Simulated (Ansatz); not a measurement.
# Li2S: short molecular dynamics of a 24-atom cell

Aim: follow the atoms of Li2S (Fm-3m) in time, from their lattice sites. Runs: r2SCAN, 30 steps of 1 fs under a Nosé-Hoover thermostat at 1000 K; PBE, 30 steps of 1 fs under a Langevin thermostat at 2200 K. The cell is a 2×2×2 supercell of the structure relaxed with r2SCAN.

The COD entry's cell or inner coordinates are ideal or old and differ from later refinements, so a difference from it is no clean test against experiment.

All numbers below are computed with Ansatz 0.2.0 (DFT, plane waves, PAW, no spin polarisation).

## 1. The structure to begin with

The cell holds 24 atoms (Li16S8): a = 8.048 Å, b = 8.048 Å, c = 8.048 Å, α = 60.00°, β = 60.00°, γ = 60.00°.

As a file:

```xyz
24
Lattice="0.0000 5.6906 5.6906 5.6906 0.0000 5.6906 5.6906 5.6906 0.0000" Properties=species:S:1:pos:R:3 pbc="T T T"
Li    1.4226    1.4226    1.4226
Li    4.2679    4.2679    4.2679
S     0.0000    0.0000    0.0000
Li    4.2679    4.2679    1.4226
Li    7.1132    7.1132    4.2679
S     2.8453    2.8453    0.0000
Li    4.2679    1.4226    4.2679
Li    7.1132    4.2679    7.1132
S     2.8453    0.0000    2.8453
Li    7.1132    4.2679    4.2679
Li    9.9585    7.1132    7.1132
S     5.6906    2.8453    2.8453
Li    1.4226    4.2679    4.2679
Li    4.2679    7.1132    7.1132
S     0.0000    2.8453    2.8453
Li    4.2679    7.1132    4.2679
Li    7.1132    9.9585    7.1132
S     2.8453    5.6906    2.8453
Li    4.2679    4.2679    7.1132
Li    7.1132    7.1132    9.9585
S     2.8453    2.8453    5.6906
Li    7.1132    7.1132    7.1132
Li    9.9585    9.9585    9.9585
S     5.6906    5.6906    5.6906
```

## 2. Run 1: r2SCAN

File input.yaml:

```yaml
crystal:
  lattice:
    - [0.0, 5.6905887493, 5.6905887493]
    - [5.6905887493, 0.0, 5.6905887493]
    - [5.6905887493, 5.6905887493, 0.0]
  atoms:
    - { symbol: Li, position: [0.125, 0.125, 0.125] }
    - { symbol: Li, position: [0.375, 0.375, 0.375] }
    - { symbol: S, position: [0.0, 0.0, 0.0] }
    - { symbol: Li, position: [0.125, 0.125, 0.625] }
    - { symbol: Li, position: [0.375, 0.375, 0.875] }
    - { symbol: S, position: [0.0, 0.0, 0.5] }
    - { symbol: Li, position: [0.125, 0.625, 0.125] }
    - { symbol: Li, position: [0.375, 0.875, 0.375] }
    - { symbol: S, position: [0.0, 0.5, 0.0] }
    - { symbol: Li, position: [0.125, 0.625, 0.625] }
    - { symbol: Li, position: [0.375, 0.875, 0.875] }
    - { symbol: S, position: [0.0, 0.5, 0.5] }
    - { symbol: Li, position: [0.625, 0.125, 0.125] }
    - { symbol: Li, position: [0.875, 0.375, 0.375] }
    - { symbol: S, position: [0.5, 0.0, 0.0] }
    - { symbol: Li, position: [0.625, 0.125, 0.625] }
    - { symbol: Li, position: [0.875, 0.375, 0.875] }
    - { symbol: S, position: [0.5, 0.0, 0.5] }
    - { symbol: Li, position: [0.625, 0.625, 0.125] }
    - { symbol: Li, position: [0.875, 0.875, 0.375] }
    - { symbol: S, position: [0.5, 0.5, 0.0] }
    - { symbol: Li, position: [0.625, 0.625, 0.625] }
    - { symbol: Li, position: [0.875, 0.875, 0.875] }
    - { symbol: S, position: [0.5, 0.5, 0.5] }
kpoints:
  mp_grid: { grid: [2, 2, 2] }
hamiltonian:
  xc: r2scan
scf:
  occupations: { method: fermi_dirac, width: 0.086 }
md:
  ensemble: nvt_nose_hoover
  temperature: 1000
  timestep: 1.0
  n_steps: 30
  initial_velocities: maxwell_boltzmann
  seed: 1058
```

Command:

```bash
> ansatz run input.yaml --threads 4 --pin off --max-ram 3686MiB --backend cpu --events-out ev --progress --plain --runs-dir out
```

What it wrote, shortened:

```text
Warning: md: disabling space-group detection — thermal motion breaks the input geometry's symmetry, so no spatial operation reduces the k-mesh or symmetrises the density; time reversal is kept, so that k and −k are solved as one point where they differ and the mesh holds both, and exact [...]
Warning: RAYON_NUM_THREADS=4 ignored (pool sized by the plan → 4); use --threads N
[...]
Pseudopotentials: kind: paw
Pseudopotential: Li, paw, valence charge 3, recommended cutoff 500 eV (meta_gga), Li.paw.azcp
Pseudopotential: S, paw, valence charge 6, recommended cutoff 500 eV (meta_gga), S.paw.azcp
Functional definition: r2SCAN
[...]
Crystal: 24 atoms, lattice volume = 368.554 Å³
Basis set: ecut = 500 eV, 9377 PW (Γ), exchange–correlation on 240×240×240 points (64 copies of the dense FFT grid, shifted against one another)
Bands: 72, of which v1, the nominal top of the filled ones, is band 48 counted from 1 (47 counted from 0)
Symmetry: 1 space group operations
k-points: 8
[...]
SCF iter   1: F=—  HF=-10564.341146 eV  |F-HF|=—  |Δ(HF+E_count)|=         —  Δρ=3.67e-3  dr2=2.48e-2  dr2_τ=5.65e-2  ethr=1.77e-3  ⟨swp⟩=8.5  Hψ=2921  notcnv=0
[...]
md step     0: t =     0.00 fs  T =  1000.0 K  F+E_penalty+E_count = -10564.87263689 eV  E_kin = 2.972980 eV  conserved = -10561.89965691 eV  (7 SCF iters)
[...]
md step     1: t =     1.00 fs  T =   996.2 K  F+E_penalty+E_count = -10564.86121448 eV  E_kin = 2.961583 eV  conserved = -10561.89963205 eV  (6 SCF iters)
[...]
SCF iter   1: F=—  HF=-10564.823046 eV  |F-HF|=—  |Δ(HF+E_count)|=         —  Δρ=1.43e-3  dr2=8.89e-3  dr2_τ=4.42e-3  ethr=9.08e-6  ⟨swp⟩=1.9  Hψ=2136  notcnv=0
```

## 3. The log goes on: nvt_nose_hoover at 1000 K

Output, continued, shortened:

```text
[...]
SCF iter   2: F=—  HF=-10564.826973 eV  |F-HF|=—  |Δ(HF+E_count)|=   3.93e-3  Δρ=7.12e-4  dr2=1.81e-3  dr2_τ=1.05e-4  ethr=9.08e-6  ⟨swp⟩=2.0  Hψ=615  notcnv=0
[...]
md step     2: t =     2.00 fs  T =   984.8 K  F+E_penalty+E_count = -10564.82724935 eV  E_kin = 2.927667 eV  conserved = -10561.89958591 eV  (6 SCF iters)
[...]
md step     9: t =     9.00 fs  T =   727.2 K  F+E_penalty+E_count = -10564.05968208 eV  E_kin = 2.161932 eV  conserved = -10561.89871750 eV  (2 SCF iters)
[...]
md step    16: t =    16.00 fs  T =   359.4 K  F+E_penalty+E_count = -10562.96009636 eV  E_kin = 1.068416 eV  conserved = -10561.89730775 eV  (3 SCF iters)
[...]
md step    23: t =    23.00 fs  T =   206.6 K  F+E_penalty+E_count = -10562.49890490 eV  E_kin = 0.614183 eV  conserved = -10561.89721735 eV  (3 SCF iters)
[...]
SCF iter   2: F=-10562.760678 eV  HF=-10562.760678 eV  |F-HF|=4.78e-10  |Δ(HF+E_count)|=   1.06e-9  Δρ=3.42e-7  dr2=5.90e-10  dr2_τ=8.49e-12  ethr=2.06e-12  ⟨swp⟩=3.0  Hψ=1228  notcnv=0
[...]
SCF converged after 2 iterations
Free energy (F): -10562.760678 eV
[...]
E sigma→0 (E₀):  -10562.760678 eV
Fermi energy:    4.042798 eV
[...]
--- Forces (eV/Å), atoms counted from 1 ---
  atom   1  Li    -0.28285416     0.06418520    -0.08745063
  atom   2  Li    -0.69094229    -0.27581644     0.34004526
  atom   3  S      0.04621724    -0.30923484    -0.13589344
  atom   4  Li    -0.00931536    -1.05212503     0.18084199
  atom   5  Li    -0.42168014    -0.08027639    -0.28243472
  atom   6  S     -0.13418076     0.75147022    -0.04055801
  atom   7  Li     0.24697495     0.20584079     0.15635752
  atom   8  Li     0.33464287    -0.28385436     0.42964554
[...]
--- MD trajectory: 30 steps, t = 0.0 → 30.0 fs ---
  final state: T = 298.5 K   F+E_penalty+E_count = -10562.76067823 eV   E_kin = 0.887397 eV
  conserved energy: peak-to-peak 2.649e-3 eV (1.104e-4 eV/atom) over 30.0 fs
```

Run time: 3.4 min. Hardware: 4 threads of Arm Neoverse V1, shared host; peak memory 1.9 GiB.

## 4. What the atoms did

The trajectory, every 3 steps (energies from step 0); msd is the mean square displacement from the start, the centre of mass held:

```csv
time (fs),T (K),potential energy change (meV/atom),conserved energy change (meV/atom),msd Li (Å²),msd S (Å²)
0.0,1000,0.0,0.00,0.000,0.000
3.0,966,4.2,0.01,0.004,0.000
6.0,870,16.1,0.02,0.015,0.001
9.0,727,33.9,0.04,0.032,0.002
12.0,562,54.4,0.07,0.052,0.004
15.0,405,74.0,0.09,0.073,0.006
18.0,284,89.1,0.11,0.092,0.008
21.0,218,97.4,0.11,0.106,0.011
24.0,209,98.6,0.10,0.116,0.013
27.0,243,94.6,0.08,0.120,0.015
30.0,298,88.0,0.06,0.121,0.017
```

time (fs), T (K) and a bar:
```
      0.0       1000 ##############################
      1.0        996 ##############################
      3.0        966 #############################
      4.0        940 ############################
      5.0        908 ###########################
      7.0        826 #######################
      8.0        779 ######################
      9.0        727 ####################
     10.0        673 ##################
     12.0        562 #############
     13.0        507 ###########
     14.0        455 #########
     16.0        359 ######
     17.0        319 ####
     18.0        284 ###
     20.0        234 #
     21.0        218 
     22.0        209 
     23.0        207 
     25.0        217 
     26.0        228 #
     27.0        243 #
     29.0        279 ###
     30.0        298 ###
```

Pair distribution over the second half of the run:

```csv
r (Å),g Li–Li,g Li–S
0.68,0.00,0.00
0.84,0.00,0.00
1.00,0.00,0.00
1.16,0.00,0.00
1.32,0.00,0.00
1.48,0.00,0.00
1.64,0.00,0.00
1.80,0.00,0.00
1.96,0.00,0.00
2.12,0.00,0.86
2.28,0.12,4.37
2.44,0.96,5.39
2.60,0.91,2.39
2.76,2.04,1.55
2.92,2.82,0.43
3.08,1.83,0.14
3.24,0.30,0.00
```

First peaks of g(r) (not always the tallest), and, where a minimum follows, the mean number of second-named atoms round a first-named one up to the next minimum:

```csv
pair,peak (Å),height,minimum (Å),neighbours
Li–S,2.36,5.6,-,-
```

## 5. Frames from the trajectory

Positions (Å) and forces (eV/Å):

```xyz
24
Lattice="0.000 5.691 5.691 5.691 0.000 5.691 5.691 5.691 0.000" Properties=species:S:1:pos:R:3:forces:R:3 pbc="T T T" time_fs=8.0 T=779 dE=0.6596
Li    1.479    1.415    1.439   -0.093    0.041    0.077
Li    4.407    4.303    4.246   -0.692   -0.043   -0.048
S     0.007    0.021    0.008    0.127   -0.060   -0.270
Li    4.304    4.484    1.331   -0.340   -0.593    0.343
Li    7.238    7.117    4.413   -0.347   -0.231   -0.458
S     2.874    2.804    0.005   -0.091    0.360   -0.009
Li    4.259    1.368    4.224    0.117    0.056   -0.010
Li    7.015    4.330    6.984    0.543   -0.349    0.418
S     2.834    0.004    2.858    0.059   -0.143   -0.069
Li    6.980    4.328    4.087    0.401   -0.059    0.458
Li    9.892    7.118    6.928    0.299    0.038    0.599
S     5.636    2.857    2.854    0.402   -0.086   -0.091
Li    1.319    4.153    4.250    0.306    0.406    0.012
Li    4.398    7.206    7.079   -0.398   -0.099    0.084
S     0.008    2.874    2.812   -0.092   -0.278   -0.109
Li    4.419    7.199    4.323   -0.345   -0.282   -0.287
Li    7.109    9.890    7.178    0.044    0.197   -0.297
S     2.860    5.669    2.886    0.053    0.135   -0.192
Li    4.331    4.293    7.051   -0.386   -0.106    0.289
Li    7.182    7.090   10.035   -0.047   -0.030   -0.156
S     2.808    2.826    5.692    0.255    0.297    0.080
Li    7.241    7.098    7.196   -0.289    0.016    0.085
Li    9.864    9.807    9.915    0.077    0.415   -0.067
S     5.651    5.676    5.728    0.438    0.397   -0.383
24
Lattice="0.000 5.691 5.691 5.691 0.000 5.691 5.691 5.691 0.000" Properties=species:S:1:pos:R:3:forces:R:3 pbc="T T T" time_fs=15.0 T=405 dE=1.7762
Li    1.521    1.412    1.458   -0.178    0.082    0.075
Li    4.481    4.330    4.225   -1.111   -0.027   -0.016
S     0.016    0.038    0.011    0.355    0.023   -0.496
Li    4.311    4.632    1.274   -0.608   -1.061    0.630
Li    7.323    7.103    4.508   -0.646   -0.580   -0.766
S     2.899    2.773    0.008   -0.085    0.513    0.077
Li    4.260    1.325    4.186    0.233    0.115   -0.005
Li    6.967    4.361    6.899    0.905   -0.653    0.701
S     2.825    0.005    2.868    0.037   -0.292   -0.076
Li    6.892    4.376    3.960    0.605    0.042    0.765
Li    9.855    7.125    6.807    0.562    0.061    0.918
S     5.594    2.865    2.861    0.704   -0.142   -0.105
Li    1.250    4.081    4.236    0.511    0.684    0.129
Li    4.485    7.280    7.054   -0.613   -0.200    0.020
S     0.014    2.894    2.782   -0.236   -0.435   -0.249
Li    4.528    7.254    4.352   -0.508   -0.465   -0.367
Li    7.107    9.844    7.215    0.056    0.289   -0.526
S     2.873    5.652    2.918    0.101    0.177   -0.321
Li    4.360    4.308    7.016   -0.638   -0.230    0.484
Li    7.238    7.068   10.091   -0.106   -0.070   -0.247
S     2.779    2.813    5.694    0.414    0.660    0.237
Li    7.333    7.087    7.274   -0.510    0.083    0.083
Li    9.787    9.704    9.873    0.108    0.676   -0.175
S     5.622    5.670    5.755    0.647    0.751   -0.768
24
Lattice="0.000 5.691 5.691 5.691 0.000 5.691 5.691 5.691 0.000" Properties=species:S:1:pos:R:3:forces:R:3 pbc="T T T" time_fs=22.0 T=209 dE=2.3643
Li    1.552    1.414    1.482   -0.250    0.101    0.014
Li    4.482    4.356    4.202   -1.156   -0.062    0.111
S     0.029    0.056    0.007    0.359   -0.044   -0.466
Li    4.279    4.710    1.258   -0.529   -1.235    0.599
Li    7.366    7.051    4.553   -0.703   -0.619   -0.738
S     2.922    2.749    0.013   -0.079    0.625    0.104
Li    4.276    1.289    4.147    0.299    0.174    0.049
Li    6.978    4.349    6.860    0.851   -0.654    0.696
S     2.817    0.002    2.876    0.027   -0.387   -0.114
Li    6.842    4.427    3.884    0.536    0.037    0.912
Li    9.855    7.136    6.747    0.686    0.132    0.985
S     5.562    2.872    2.866    0.934   -0.089   -0.049
Li    1.214    4.053    4.230    0.563    0.739    0.203
Li    4.531    7.341    7.030   -0.642   -0.310   -0.066
S     0.016    2.909    2.748   -0.325   -0.502   -0.258
Li    4.604    7.279    4.357   -0.568   -0.517   -0.352
Li    7.110    9.817    7.216   -0.012    0.317   -0.612
S     2.887    5.638    2.946    0.086    0.202   -0.377
Li    4.346    4.308    7.012   -0.617   -0.215    0.450
Li    7.288    7.041   10.130   -0.173   -0.070   -0.265
S     2.756    2.810    5.700    0.423    0.723    0.279
Li    7.391    7.081    7.358   -0.661    0.188   -0.053
Li    9.717    9.645    9.819    0.158    0.743   -0.190
S     5.603    5.674    5.771    0.794    0.722   -0.861
24
Lattice="0.000 5.691 5.691 5.691 0.000 5.691 5.691 5.691 0.000" Properties=species:S:1:pos:R:3:forces:R:3 pbc="T T T" time_fs=30.0 T=298 dE=2.1120
Li    1.566    1.424    1.510   -0.283    0.064   -0.087
Li    4.390    4.379    4.187   -0.691   -0.276    0.340
S     0.051    0.075   -0.006    0.046   -0.309   -0.136
Li    4.203    4.698    1.287   -0.009   -1.052    0.181
Li    7.359    6.945    4.546   -0.422   -0.080   -0.282
S     2.946    2.733    0.021   -0.134    0.751   -0.041
Li    4.319    1.262    4.107    0.247    0.206    0.156
Li    7.058    4.283    6.872    0.335   -0.284    0.430
S     2.808   -0.008    2.884    0.071   -0.346   -0.243
Li    6.827    4.487    3.872    0.152   -0.226    0.842
Li    9.912    7.161    6.759    0.558    0.224    0.800
S     5.543    2.878    2.871    1.036    0.089    0.002
Li    1.218    4.081    4.239    0.399    0.507    0.112
Li    4.532    7.384    6.998   -0.431   -0.393   -0.019
S     0.013    2.916    2.704   -0.287   -0.447   -0.009
Li    4.643    7.266    4.333   -0.568   -0.399   -0.301
Li    7.110    9.812    7.169   -0.189    0.329   -0.448
S     2.906    5.625    2.971   -0.125    0.347   -0.446
Li    4.282    4.291    7.044   -0.290   -0.011    0.133
Li    7.330    7.004   10.155   -0.218    0.020   -0.191
S     2.737    2.819    5.711    0.333    0.266    0.114
Li    7.403    7.090    7.448   -0.692    0.266   -0.298
Li    9.650    9.637    9.742    0.263    0.537    0.003
S     5.596    5.691    5.774    0.899    0.216   -0.612
```

## 6. Run 2: PBE

input.yaml, as its differences from that of step 2:

```diff
@@ -33,8 +33,8 @@
 hamiltonian:
-  xc: r2scan
+  xc: pbe
 scf:
-  occupations: { method: fermi_dirac, width: 0.086 }
+  occupations: { method: fermi_dirac, width: 0.19 }
 md:
-  ensemble: nvt_nose_hoover
-  temperature: 1000
+  ensemble: nvt_langevin
+  temperature: 2200
   timestep: 1.0
@@ -42,2 +42,2 @@
   initial_velocities: maxwell_boltzmann
-  seed: 1058
+  seed: 5720
```

Command:

```bash
> ansatz run input.yaml --threads 4 --pin off --max-ram 3686MiB --backend cpu --events-out ev --progress --plain --runs-dir out
```

What it wrote, shortened:

```text
Warning: md: disabling space-group detection — thermal motion breaks the input geometry's symmetry, so no spatial operation reduces the k-mesh or symmetrises the density; time reversal is kept, so that k and −k are solved as one point where they differ and the mesh holds both, and exact [...]
Warning: RAYON_NUM_THREADS=4 ignored (pool sized by the plan → 4); use --threads N
band count auto-derived: 75 (N_el = 96.0; filled up to band 48; 72 by the electrons, moments and atoms)
[...]
Pseudopotentials: kind: paw
Pseudopotential: Li, paw, valence charge 3, recommended cutoff 420 eV (normal), Li.paw.azcp
Pseudopotential: S, paw, valence charge 6, recommended cutoff 420 eV (normal), S.paw.azcp
Functional definition: PBE
[...]
Crystal: 24 atoms, lattice volume = 368.554 Å³
Basis set: ecut = 420 eV, 7239 PW (Γ), exchange–correlation on 108×108×108 points (8 copies of the dense FFT grid, shifted against one another)
Bands: 75, of which v1, the nominal top of the filled ones, is band 48 counted from 1 (47 counted from 0)
Symmetry: 1 space group operations
[...]
md step    28: t =    28.00 fs  T =  1217.1 K  F+E_penalty+E_count = -10519.77571758 eV  E_kin = 3.775807 eV  (5 SCF iters)
md step    29: t =    29.00 fs  T =  1319.4 K  F+E_penalty+E_count = -10519.71804832 eV  E_kin = 4.093163 eV  (5 SCF iters)
[...]
md step    30: t =    30.00 fs  T =  1318.9 K  F+E_penalty+E_count = -10519.64007179 eV  E_kin = 4.091572 eV  (6 SCF iters)
SCF converged after 6 iterations
Free energy (F): -10519.640072 eV
[...]
E sigma→0 (E₀):  -10519.638885 eV
Entropy (-TS):   -0.002373 eV (-0.099 meV/atom)
Fermi energy:    4.240702 eV
[...]
--- Forces (eV/Å), atoms counted from 1 ---
  atom   1  Li    -0.40405591    -0.40087735     0.04262853
  atom   2  Li     0.02291788    -0.94541682    -0.35086834
  atom   3  S     -0.22682406     0.29344712     0.67108139
  atom   4  Li     0.78914872     0.68356116     0.09651692
  atom   5  Li     0.69405830     0.00629984     0.62376924
  atom   6  S     -1.52577264    -0.86399726     0.77001819
  atom   7  Li    -0.53321596    -0.77501166    -0.27616482
  atom   8  Li    -0.68018575    -0.03608225    -0.48735275
[...]
--- MD trajectory: 30 steps, t = 0.0 → 30.0 fs ---
  final state: T = 1318.9 K   F+E_penalty+E_count = -10519.64007179 eV   E_kin = 4.091572 eV
```

It took 73 s on 4 threads of Arm Neoverse V1, shared host; peak memory 1.1 GiB.

## 7. What the atoms did

One step in 3; energies are changes from step 0; msd is the mean square displacement from the start, the centre of mass held:

```csv
time (fs),T (K),potential energy change (meV/atom),msd Li (Å²),msd S (Å²)
0.0,2108,0.0,0.000,0.000
3.0,2093,9.1,0.007,0.001
6.0,1833,35.3,0.026,0.005
9.0,1486,72.1,0.054,0.011
12.0,1195,109.0,0.083,0.018
15.0,912,139.7,0.111,0.027
18.0,987,160.9,0.137,0.037
21.0,1019,169.7,0.160,0.047
24.0,1178,171.2,0.177,0.058
27.0,1168,173.5,0.191,0.068
30.0,1319,180.9,0.204,0.079
```

time (fs), T (K) and a bar:
```
      0.0       2108 ##############################
      1.0       2026 ############################
      3.0       2093 ##############################
      4.0       1974 ###########################
      5.0       1926 #########################
      7.0       1693 ###################
      8.0       1570 ################
      9.0       1486 ##############
     10.0       1348 ##########
     12.0       1195 ######
     13.0       1107 ####
     14.0        985 #
     16.0        950 
     17.0        965 
     18.0        987 #
     20.0       1018 ##
     21.0       1019 ##
     22.0       1093 ####
     23.0       1077 ###
     25.0       1176 ######
     26.0       1182 ######
     27.0       1168 ######
     29.0       1319 ##########
     30.0       1319 ##########
```

Pair distribution over the second half of the run:

```csv
r (Å),g Li–Li,g Li–S
0.68,0.00,0.00
0.84,0.00,0.00
1.00,0.00,0.00
1.16,0.00,0.00
1.32,0.00,0.00
1.48,0.00,0.00
1.64,0.00,0.00
1.80,0.00,0.00
1.96,0.00,0.10
2.12,0.14,1.93
2.28,0.58,3.60
2.44,0.96,4.27
2.60,1.48,2.65
2.76,1.44,1.61
2.92,1.91,0.75
3.08,1.66,0.14
3.24,0.84,0.05
```

First peaks of g(r) (not always the tallest), and, where a minimum follows, the mean number of second-named atoms round a first-named one up to the next minimum:

```csv
pair,peak (Å),height,minimum (Å),neighbours
Li–S,2.44,4.3,-,-
```

(Part 1 of 2 ends here.)
